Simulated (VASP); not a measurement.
# GaP (F-43m) in VASP: further runs

Runs on GaP. Level: LDA. Tasks: dielectric tensor.

All numbers are computed with VASP 6.6.1; they aren't measurements. Logs are shortened: lines on timing, memory, paths and dates and some standing lists are left out, and cuts for length are marked.

**1. The structure**

Symmetry: F-43m, No. 216, cubic system. The conventional cell has a = 5.451 Å, b = 5.451 Å, c = 5.451 Å, α = 90.00°, β = 90.00°, γ = 90.00°. Ga (site symmetry -43m) has 4 P at 2.36 Å as nearest neighbours. P (site symmetry -43m) is surrounded by 4 Ga at 2.36 Å.

**2. Dielectric tensor, LDA**

Input file INCAR:

```
SYSTEM = GaP
  ALGO = Normal
  EDIFF = 1E-8
  ENCUT = 340
  ISIF = 2
  ISMEAR = 0
  LASPH = .True.
  LCHARG = .False.
  LEPSILON = .True.
  LREAL = .False.
  LWAVE = .False.
  NELM = 100
  PREC = Accurate
  SIGMA = 0.01
```

Input file KPOINTS:

```
k-points
0
Gamma
  7 7 7
  0 0 0
```

Input file POSCAR:

```
GaP
1.0
    0.0000000000      2.7252500000      2.7252500000
    2.7252500000      0.0000000000      2.7252500000
    2.7252500000      2.7252500000      0.0000000000
Ga P
1 1
Direct
    0.0000000000      0.0000000000      0.0000000000
    0.7500000000      0.7500000000      0.7500000000
```

Potentials or basis: VASP PAW LDA potentials, release 64 (Ga_d, P).

Run with:

```sh
$ cat potpaw_LDA.64/Ga_d/POTCAR potpaw_LDA.64/P/POTCAR > POTCAR
$ mpirun -np 1 vasp_std > vasp.out
```

OUTCAR:

```text
SYSTEM = GaP
   EDIFF = 1E-8
   ENCUT = 340
   ISIF = 2
   ISMEAR = 0
   LASPH = .True.
   LEPSILON = .True.
   LREAL = .False.
   NELM = 100
   PREC = Accurate

 Found     20 irreducible k-points:

 Following reciprocal coordinates:
            Coordinates               Weight
  0.000000  0.000000  0.000000      1.000000
  0.142857  0.000000  0.000000      8.000000
  0.285714  0.000000  0.000000      8.000000
  0.428571  0.000000  0.000000      8.000000
  0.142857  0.142857  0.000000      6.000000
  0.285714  0.142857  0.000000     24.000000
   k-points           NKPTS =     20   k-points in BZ     NKDIM =     20   number of bands    NBANDS=     13
   number of dos      NEDOS =    301   number of ions     NIONS =      2
   total plane-waves  NPLWV =  13824
   dimension x,y,z NGX =    24 NGY =   24 NGZ =   24
   dimension x,y,z NGXF=    48 NGYF=   48 NGZF=   48
   ions per type =               1   1
   NGX,Y,Z   is equivalent  to a cutoff of  10.35, 10.35, 10.35 a.u.
   NGXF,Y,Z  is equivalent  to a cutoff of  20.70, 20.70, 20.70 a.u.
 SYSTEM =  GaP
   PREC   = accura    normal or accurate (medium, high low for compatibility)
   ISTART =      0    job   : 0-new  1-cont  2-samecut
   ICHARG =      2    charge: 1-file 2-atom 10-const
   ISPIN  =      1    spin polarized calculation?
   LNONCOLLINEAR =      F non collinear calculations
   LSORBIT =      F    spin-orbit coupling
   LASPH  =      T    aspherical Exc in radial PAW
   ENCUT  =  340.0 eV  24.99 Ry    5.00 a.u.   5.79  5.79  5.79*2*pi/ulx,y,z
   NELM   =    100;   NELMIN=  2; NELMDL= -5     # of ELM steps
   EDIFF  = 0.1E-07   stopping-criterion for ELM
   LREAL  =      F    real-space projection
   EDIFFG = 0.1E-06   stopping-criterion for IOM
   NSW    =      0    number of steps for IOM
   IBRION =     -1    ionic relax: 0-MD 1-quasi-New 2-CG
   NFREE  =      0    steps in history (QN), initial steepest desc. (CG)
   ISIF   =      2    stress and relaxation
   ISYM   =      2    0-nonsym 1-usesym 2-fastsym
   POTIM  = 0.5000    time-step for ionic-motion
   TEBEG  =    0.0;   TEEND  =   0.0 temperature during run
   PSTRESS=    0.0 pullay stress
   NELECT =      18.0000    total number of electrons
   NUPDOWN=      -1.0000    fix difference up-down
   EMIN   =  10.00;   EMAX   =-10.00  energy-range for DOS
   EFERMI =   0.00;   METHOD = LEGACY
   ISMEAR =     0;   SIGMA  =   0.01  broadening in eV -4-tet -1-fermi 0-gaus
   EFERMI_NEDOS =   21; number of points for ismear=-14 and -15
   IALGO  =     38    algorithm
   IMIX   =      4    mixing-type and parameters
     AMIX     =   0.40;   BMIX     =  1.00
     AMIX_MAG =   1.60;   BMIX_MAG =  1.00
  volume/ion in A,a.u.               =      20.24       136.59
  Fermi-wavevector in a.u.,A,eV,Ry     =   1.249538  2.361284 21.243377  1.561344
  Thomas-Fermi vector in A             =   2.383574
   LORBIT       =      0    0 simple, 1 ext, 2 COOP (PROOUT), +10 PAW based schemes
   GGA     = CA    functional components
   LHFCALC =     F    Hartree Fock is set to
   AEXX    =    0.0000 exact exchange contribution
   IVDW    =     0    specifies the selected vdW correction
   LEPSILON=     T    determine dielectric tensor
   LRPA    =     F    only Hartree local field effects (RPA)
 non-spin polarized calculation
 Gauss-broadening in eV      SIGMA  =   0.01
  energy-cutoff  :      340.00
  volume of cell :       40.48
 maximum number of plane-waves:       583
   NGX = 11   NGY = 11   NGZ = 11

--------------------------------------- Ionic step        1  -------------------------------------------

 number of electron      17.9999983 magnetization

 E-fermi :   4.6127     XC(G=0): -10.1638

 val. band max:        4.5074323494   @ k =   0.0000   0.0000   0.0000
 cond. band min:       5.9457127240   @ k =   0.4286   0.4286   0.0000
 fundamental gap:      1.4382803746
 Fermi energy:         4.6127441228

 k-point     1 :       0.0000    0.0000    0.0000
  band No.  band energies     occupation
      1     -10.1882      2.00000
      2     -10.1882      2.00000
      3     -10.1882      2.00000
      4     -10.0901      2.00000
      5     -10.0901      2.00000
      6      -8.0032      2.00000
      7       4.5074      2.00000
      8       4.5074      2.00000
      9       4.5074      2.00000
     10       6.1427      0.00000
     11       8.2988      0.00000
     12       8.2988      0.00000
     13       8.2988      0.00000

 k-point     2 :       0.1429    0.0000    0.0000
  band No.  band energies     occupation
      1     -10.2041      2.00000
      2     -10.1823      2.00000
      3     -10.1823      2.00000
      4     -10.0901      2.00000
      5     -10.0901      2.00000
      6      -7.7400      2.00000
      7       2.5090      2.00000
      8       4.2137      2.00000
      9       4.2137      2.00000
     10       6.8053      0.00000
     11       8.7379      0.00000
     12       8.7379      0.00000
     13       9.0710      0.00000

 k-point     3 :       0.2857    0.0000    0.0000
  band No.  band energies     occupation
      1     -10.2368      2.00000
      2     -10.1711      2.00000
      3     -10.1711      2.00000
      4     -10.0881      2.00000
      5     -10.0880      2.00000
      6      -7.0070      2.00000
      7      -0.0242      2.00000
      8       3.7214      2.00000
      9       3.7214      2.00000
     10       6.3897      0.00000
     11       9.2198      0.00000
     12       9.2198      0.00000
     13      11.2562      0.00000

 k-point     4 :       0.4286    0.0000    0.0000
  band No.  band energies     occupation
      1     -10.2608      2.00000
      2     -10.1647      2.00000
      3     -10.1647      2.00000
      4     -10.0838      2.00000
      5     -10.0838      2.00000
      6      -6.1072      2.00000
      7      -1.8910      2.00000
      8       3.4175      2.00000
      9       3.4175      2.00000
     10       6.0638      0.00000
     11       9.1661      0.00000
     12       9.1661      0.00000
     13      12.5193      0.00000

 k-point     5 :       0.1429    0.1429    0.0000
  band No.  band energies     occupation
      1     -10.2145      2.00000
      2     -10.1766      2.00000
      3     -10.1766      2.00000
      4     -10.0954      2.00000
      5     -10.0861      2.00000
      6      -7.6525      2.00000
      7       2.6072      2.00000
      8       3.6959      2.00000
      9       3.6959      2.00000
     10       7.3234      0.00000
     11       7.9643      0.00000
     12       9.4933      0.00000
     13       9.4933      0.00000

 k-point     6 :       0.2857    0.1429    0.0000
  band No.  band energies     occupation
      1     -10.2399      2.00000
      2     -10.1669      2.00000
      3     -10.1644      2.00000
      4     -10.0990      2.00000
      5     -10.0824      2.00000
      6      -7.0723      2.00000
      7       0.6593      2.00000
      8       3.0868      2.00000
      9       3.1613      2.00000
     10       7.2750      0.00000
     11       8.4419      0.00000
     12      10.1428      0.00000
     13      10.2778      0.00000

 [... further k-points ...]

  FORCE on cell =-STRESS in cart. coord.  units (eV):
  Direction    XX          YY          ZZ          XY          YZ          ZX
  --------------------------------------------------------------------------------------
  -------------------------------------------------------------------------------------
  Total       -0.6977004     -0.6977004     -0.6977004     -0.0000000      0.0000000     -0.0000000
  in kB      -27.6140767    -27.6140767    -27.6140767     -0.0000000      0.0000000     -0.0000000
  external PRESSURE =     -27.6140767 kB  Pullay stress =       0.0000000 kB

 VOLUME and BASIS-vectors are now :
 -----------------------------------------------------------------------------
  energy-cutoff  :      340.00
  volume of cell :       40.48
      direct lattice vectors                 reciprocal lattice vectors
     0.000000000  2.725250000  2.725250000    -0.183469406  0.183469406  0.183469406
     2.725250000  0.000000000  2.725250000     0.183469406 -0.183469406  0.183469406
     2.725250000  2.725250000  0.000000000     0.183469406  0.183469406 -0.183469406

 POSITION                                       TOTAL-FORCE (eV/Angst)
 -----------------------------------------------------------------------------------
      0.00000      0.00000      0.00000        -0.000000      0.000000      0.000000
      4.08788      4.08788      4.08788         0.000000     -0.000000     -0.000000
 -----------------------------------------------------------------------------------
    total drift:                                0.000000      0.000000     -0.000001

  FREE ENERGIE OF THE ION-ELECTRON SYSTEM (eV)
  ---------------------------------------------------
  free  energy   TOTEN  =       -10.4363159533 eV

  energy  without entropy=      -10.4363159533  energy(sigma->0) =      -10.43631595

 HEAD OF MICROSCOPIC STATIC DIELECTRIC TENSOR (INDEPENDENT PARTICLE, excluding Hartree and local field effects)
 ------------------------------------------------------
          13.392185     0.000000    -0.000000
          -0.000000    13.392185     0.000000
           0.000000     0.000000    13.392185
 ------------------------------------------------------

 Free energy of the ion-electron system (eV)
  ---------------------------------------------------
  ---------------------------------------------------
  free energy    TOTEN  =        -1.37284841 eV

  energy without entropy =       -1.37284841

------------------------ aborting loop because EDIFF is reached ----------------------------------------

--------------------------------------- Ionic step        2  -------------------------------------------

------------------------ aborting loop because EDIFF is reached ----------------------------------------

--------------------------------------- Ionic step        3  -------------------------------------------

 Free energy of the ion-electron system (eV)
  ---------------------------------------------------
  ---------------------------------------------------
  free energy    TOTEN  =        -1.37284883 eV

  energy without entropy =       -1.37284883

------------------------ aborting loop because EDIFF is reached ----------------------------------------

 PIEZOELECTRIC TENSOR FIELD DIRECTION 3  (e Angst)
 -----------------------------------------------------------------------------
    -0.00016  2.09243  0.00000           (  0.00000  0.03604  0.00000)
     2.09243 -0.00016  0.00000           (  0.03604  0.00000  0.00000)
     0.00000  0.00000 -0.00128           (  0.00000  0.00000 -0.00000)

 PIEZOELECTRIC TENSOR FIELD DIRECTION 3  (C/m^2)
 -----------------------------------------------------------------------------
    -0.00007  0.82816  0.00000
     0.82816 -0.00007  0.00000
     0.00000  0.00000 -0.00051

 MACROSCOPIC STATIC DIELECTRIC TENSOR (including local field effects in DFT)
 ------------------------------------------------------
          12.662339     0.000000     0.000000
          -0.000000    12.662339    -0.000000
           0.000000    -0.000000    12.662339
 ------------------------------------------------------

 PIEZOELECTRIC TENSOR (including local field effects)  for field in x, y, z        (e  Angst)
          XX          YY          ZZ          XY          YZ          ZX
  --------------------------------------------------------------------------------
  x     0.00000     0.00000     0.00000     0.00000     2.10322     0.00000
  y    -0.00000     0.00000    -0.00000     0.00000     0.00000     2.10322
  z     0.00000     0.00000     0.00000     2.10322     0.00000     0.00000

 PIEZOELECTRIC TENSOR (including local field effects)  for field in x, y, z        (C/m^2)
          XX          YY          ZZ          XY          YZ          ZX
  --------------------------------------------------------------------------------
  x     0.00000     0.00000     0.00000     0.00000     0.83243     0.00000
  y    -0.00000     0.00000    -0.00000     0.00000     0.00000     0.83243
  z     0.00000     0.00000     0.00000     0.83243     0.00000     0.00000

 BORN EFFECTIVE CHARGES (including local field effects) (in |e|, cummulative output)
 ---------------------------------------------------------------------------------
 ion    1
    1     2.23168     0.00000     0.00000
    2     0.00000     2.23168     0.00000
    3    -0.00000    -0.00000     2.23168
 ion    2
    1    -2.23168     0.00000    -0.00000
    2    -0.00000    -2.23168    -0.00000
    3     0.00000     0.00000    -2.23168
```

Run time: 48 s. Hardware: 1 thread of Intel Xeon Platinum 8488C (Sapphire Rapids), shared host; peak memory 0.16 GiB.

These settings aren't checked as converged: the numbers below hold their error.

What came out:

* Band gap on the k mesh: 1.44 eV, indirect (least direct gap 1.64 eV)
* Electronic dielectric tensor (diagonal): 12.66
* Born charges (mean of the diagonal): Ga +2.23; P -2.23 e

Caveat: the cutoff is under 1.25 times the usual one of these potentials, so pressure, stress and relaxed cells hold a basis-set (Pulay) error; an odd mesh through Γ misses points on the zone boundary, where band edges often lie.

**3. Dielectric tensor, LDA**

Changes to INCAR since step 2:

```diff
@@ -3,3 +3,3 @@
   EDIFF = 1E-8
-  ENCUT = 340
+  ENCUT = 400
   ISIF = 2
```

KPOINTS is that of step 2.

POSCAR is that of step 2.

Potentials or basis: VASP PAW LDA potentials, release 64 (Ga_d, P).

Run with:

```sh
$ cat potpaw_LDA.64/Ga_d/POTCAR potpaw_LDA.64/P/POTCAR > POTCAR
$ mpirun -np 1 vasp_std > vasp.out
```

OUTCAR:

```text
SYSTEM = GaP
   EDIFF = 1E-8
   ENCUT = 400
   ISIF = 2
   ISMEAR = 0
   LASPH = .True.
   LEPSILON = .True.
   LREAL = .False.
   NELM = 100
   PREC = Accurate

 Found     20 irreducible k-points:

 Following reciprocal coordinates:
            Coordinates               Weight
  0.000000  0.000000  0.000000      1.000000
  0.142857  0.000000  0.000000      8.000000
  0.285714  0.000000  0.000000      8.000000
  0.428571  0.000000  0.000000      8.000000
  0.142857  0.142857  0.000000      6.000000
  0.285714  0.142857  0.000000     24.000000
   k-points           NKPTS =     20   k-points in BZ     NKDIM =     20   number of bands    NBANDS=     13
   number of dos      NEDOS =    301   number of ions     NIONS =      2
   total plane-waves  NPLWV =  21952
   dimension x,y,z NGX =    28 NGY =   28 NGZ =   28
   dimension x,y,z NGXF=    56 NGYF=   56 NGZF=   56
   ions per type =               1   1
   NGX,Y,Z   is equivalent  to a cutoff of  12.08, 12.08, 12.08 a.u.
   NGXF,Y,Z  is equivalent  to a cutoff of  24.16, 24.16, 24.16 a.u.
 SYSTEM =  GaP
   PREC   = accura    normal or accurate (medium, high low for compatibility)
   ISTART =      0    job   : 0-new  1-cont  2-samecut
   ICHARG =      2    charge: 1-file 2-atom 10-const
   ISPIN  =      1    spin polarized calculation?
   LNONCOLLINEAR =      F non collinear calculations
   LSORBIT =      F    spin-orbit coupling
   LASPH  =      T    aspherical Exc in radial PAW
   ENCUT  =  400.0 eV  29.40 Ry    5.42 a.u.   6.29  6.29  6.29*2*pi/ulx,y,z
   NELM   =    100;   NELMIN=  2; NELMDL= -5     # of ELM steps
   EDIFF  = 0.1E-07   stopping-criterion for ELM
   LREAL  =      F    real-space projection
   EDIFFG = 0.1E-06   stopping-criterion for IOM
   NSW    =      0    number of steps for IOM
   IBRION =     -1    ionic relax: 0-MD 1-quasi-New 2-CG
   NFREE  =      0    steps in history (QN), initial steepest desc. (CG)
   ISIF   =      2    stress and relaxation
   ISYM   =      2    0-nonsym 1-usesym 2-fastsym
   POTIM  = 0.5000    time-step for ionic-motion
   TEBEG  =    0.0;   TEEND  =   0.0 temperature during run
   PSTRESS=    0.0 pullay stress
   NELECT =      18.0000    total number of electrons
   NUPDOWN=      -1.0000    fix difference up-down
   EMIN   =  10.00;   EMAX   =-10.00  energy-range for DOS
   EFERMI =   0.00;   METHOD = LEGACY
[... 170 lines left out ...]
 Free energy of the ion-electron system (eV)
  ---------------------------------------------------
  ---------------------------------------------------
  free energy    TOTEN  =        -1.37386483 eV

  energy without entropy =       -1.37386483

------------------------ aborting loop because EDIFF is reached ----------------------------------------

--------------------------------------- Ionic step        2  -------------------------------------------

------------------------ aborting loop because EDIFF is reached ----------------------------------------

--------------------------------------- Ionic step        3  -------------------------------------------

 Free energy of the ion-electron system (eV)
  ---------------------------------------------------
  ---------------------------------------------------
  free energy    TOTEN  =        -1.37386527 eV

  energy without entropy =       -1.37386527

------------------------ aborting loop because EDIFF is reached ----------------------------------------

 PIEZOELECTRIC TENSOR FIELD DIRECTION 3  (e Angst)
 -----------------------------------------------------------------------------
    -0.00017  2.09256  0.00000           (  0.00000  0.03581  0.00000)
     2.09256 -0.00017  0.00000           (  0.03581  0.00000  0.00000)
     0.00000  0.00000 -0.00127           (  0.00000  0.00000 -0.00000)

 PIEZOELECTRIC TENSOR FIELD DIRECTION 3  (C/m^2)
 -----------------------------------------------------------------------------
    -0.00007  0.82821  0.00000
     0.82821 -0.00007  0.00000
     0.00000  0.00000 -0.00050

 MACROSCOPIC STATIC DIELECTRIC TENSOR (including local field effects in DFT)
 ------------------------------------------------------
          12.664277    -0.000000     0.000000
           0.000000    12.664277    -0.000000
           0.000000     0.000000    12.664277
 ------------------------------------------------------

 PIEZOELECTRIC TENSOR (including local field effects)  for field in x, y, z        (e  Angst)
          XX          YY          ZZ          XY          YZ          ZX
  --------------------------------------------------------------------------------
  x    -0.00000     0.00000     0.00000     0.00000     2.10331     0.00000
  y     0.00000     0.00000     0.00000     0.00000     0.00000     2.10331
  z     0.00000     0.00000     0.00000     2.10331     0.00000     0.00000

 PIEZOELECTRIC TENSOR (including local field effects)  for field in x, y, z        (C/m^2)
          XX          YY          ZZ          XY          YZ          ZX
  --------------------------------------------------------------------------------
  x    -0.00000     0.00000     0.00000     0.00000     0.83246     0.00000
  y     0.00000     0.00000     0.00000     0.00000     0.00000     0.83246
  z     0.00000     0.00000     0.00000     0.83246     0.00000     0.00000

 BORN EFFECTIVE CHARGES (including local field effects) (in |e|, cummulative output)
 ---------------------------------------------------------------------------------
 ion    1
    1     2.23297     0.00000     0.00000
    2     0.00000     2.23297    -0.00000
    3     0.00000    -0.00000     2.23297
 ion    2
    1    -2.23297    -0.00000    -0.00000
    2    -0.00000    -2.23297     0.00000
    3     0.00000     0.00000    -2.23297
```

OSZICAR:

```text
N       E                     dE             d eps       ncg     rms          rms(c)
DAV:   1     0.670921832812E+02    0.67092E+02   -0.82095E+03   520   0.169E+03
DAV:   2    -0.587323444450E+01   -0.72965E+02   -0.70250E+02   555   0.273E+02
DAV:   3    -0.106716405258E+02   -0.47984E+01   -0.47764E+01   675   0.666E+01
DAV:   4    -0.107539737279E+02   -0.82333E-01   -0.82297E-01   643   0.926E+00
[... 11 lines left out ...]
RMM:   8    -0.137394376266E+01   -0.45362E-03   -0.11012E-05  3359   0.236E-02    0.112E-03
RMM:   9    -0.137387875859E+01    0.65004E-04   -0.21077E-06  3416   0.916E-03    0.548E-04
RMM:  10    -0.137387380175E+01    0.49568E-05    0.66307E-08  3397   0.328E-03    0.281E-04
RMM:  11    -0.137386885824E+01    0.49435E-05   -0.25635E-07  3372   0.134E-03    0.632E-05
RMM:  12    -0.137386516609E+01    0.36922E-05    0.29707E-09  3072   0.501E-04    0.248E-05
RMM:  13    -0.137386527164E+01   -0.10556E-06   -0.19820E-08  1919   0.172E-04    0.755E-06
```

Run time: 96 s. Hardware: 1 thread of Intel Xeon Platinum 8488C (Sapphire Rapids), shared host; peak memory 0.18 GiB.

These settings aren't checked as converged: the numbers below hold their error.

What came out:

```yaml
Band_gap_on_the_k_mesh: 1.44 eV, indirect (least direct gap 1.64 eV)
Electronic_dielectric_tensor_diagonal: 12.66
Born_charges_mean_of_the_diagonal: Ga +2.23; P -2.23 e
```

Caveat: an odd mesh through Γ misses points on the zone boundary, where band edges often lie.
